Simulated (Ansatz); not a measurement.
Start from ZnTe in the zinc blende structure (space group F-43m, No. 216).

```yaml
crystal:
  lattice:
    - [0.00000, 3.03291, 3.03291]
    - [3.03291, 0.00000, 3.03291]
    - [3.03291, 3.03291, 0.00000]
  atoms:
    - { symbol: Te, position: [0.75000, 0.75000, 0.75000] }
    - { symbol: Zn, position: [0.00000, 0.00000, 0.00000] }
```

Cartesian axes are those of the cell as printed.

Method: PBEsol (Ansatz, a quantum-chemistry and plane-wave program, PAW, spin-orbit coupling left out), earlier PAW set.

Strains are applied to the cell and any free atomic positions relax; under biaxial strain the out-of-plane vector relaxes too.

One change was made to it. Results:

```csv
quantity,base,after
band gap,1.23 eV,1.00 eV
energy relative to the base (free energy F),0 meV/atom,+7.1 meV/atom
volume per atom,27.90 Å³,28.49 Å³
```

**Question.** Which of these changes matches the shifts?
A. biaxial strain −2.08 %, plane normal [110], relaxed out of plane
B. uniaxial strain ε_zz = −2.75 %
C. isotropic strain +0.78 %
D. uniaxial strain ε_xx = −2.72 %
E. biaxial strain +2.56 %, plane normal [001], relaxed out of plane

**Answer.** E, biaxial strain +2.56 %, plane normal [001], relaxed out of plane. For comparison, the band gap in the other runs: isotropic strain +0.78 % gives 1.12 eV; uniaxial strain ε_zz = −2.75 % gives 1.29 eV; biaxial strain −2.08 %, plane normal [110], relaxed out of plane gives 1.23 eV; uniaxial strain ε_xx = −2.72 % gives 1.29 eV.

With Te present, leaving out spin-orbit coupling can change the band edges. Whether these cells are dynamically stable was not tested.
